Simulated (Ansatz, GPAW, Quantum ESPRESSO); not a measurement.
# TiNi: programs and potentials compared

```xyz
2
Lattice="2.7358 0.0000 0.0000 0.0000 2.7358 0.0000 0.0000 0.0000 3.5814" Properties=species:S:1:pos:R:3 pbc="T T T"
Ni    0.0148    0.0141    0.0024
Ti    1.3917    1.3371    1.7342
```

The cell comes from a database or a generator and needn't be the stable form of this composition.

Atoms were shifted at random by some hundredths of an Å from the given cell, which wasn't relaxed again for these runs.

Alike in all runs: task single point; functional PBEsol; k mesh 10 × 10 × 8; occupations fermi-dirac, width 0.05 eV; collinear spin, ferromagnetic start; no spin-orbit coupling. Pressure is positive in compression and, in plane waves, holds the error of the finite cutoff, which Ansatz's Pulay term estimates and takes out.

| program and potentials | plane-wave cutoff (eV) | notes | band gap (eV) | pressure (GPa) | net moment per atom (μB) | largest force (eV/Å) | energy over the undisturbed cell (meV/atom) |
| --- | --- | --- | --- | --- | --- | --- | --- |
| Ansatz, Ansatz PAW | 420 | potentials made for PBE, which Ansatz adapts in part; 15 valence electrons an atom on average; Pulay term of +0.03 GPa included | no gap | -5.92 | 0.00 | 0.293 | 5.34 |
| Quantum ESPRESSO, GBRV 1.5 PBEsol | 612 | 15 valence electrons an atom on average | no gap | -6.02 | 0.00 | 0.294 | 5.36 |
| GPAW, PAW data sets generated for this functional | 600 | 14 valence electrons an atom on average; this data set often lies off other programs | no gap | -5.59 | 0.00 | 0.312 | 5.70 |
| Ansatz, all-electron LAPW, scalar-relativistic | - | - | no gap | -5.96 | 0.00 | 0.293 | - |

Force on atom 1 (Ni), eV/Å:

```csv
program and potentials,x,y,z
"Ansatz, Ansatz PAW",0.030,-0.150,-0.250
"Quantum ESPRESSO, GBRV 1.5 PBEsol",0.030,-0.150,-0.251
"GPAW, PAW data sets generated for this functional",0.032,-0.157,-0.268
"Ansatz, all-electron LAPW, scalar-relativistic",0.030,-0.150,-0.250
```

None finds a gap. The pressure spans -6.02 (Quantum ESPRESSO, GBRV 1.5 PBEsol) to -5.59 GPa (GPAW, PAW data sets generated for this functional), with all-electron results at -5.96. All agree on the net moment per atom. The state is the one that the start led to, which needn't be the lowest.

The functional is the same throughout but for its coding, so the spread measures potentials, basis and numerics; runs on potential files found faulty are left out.
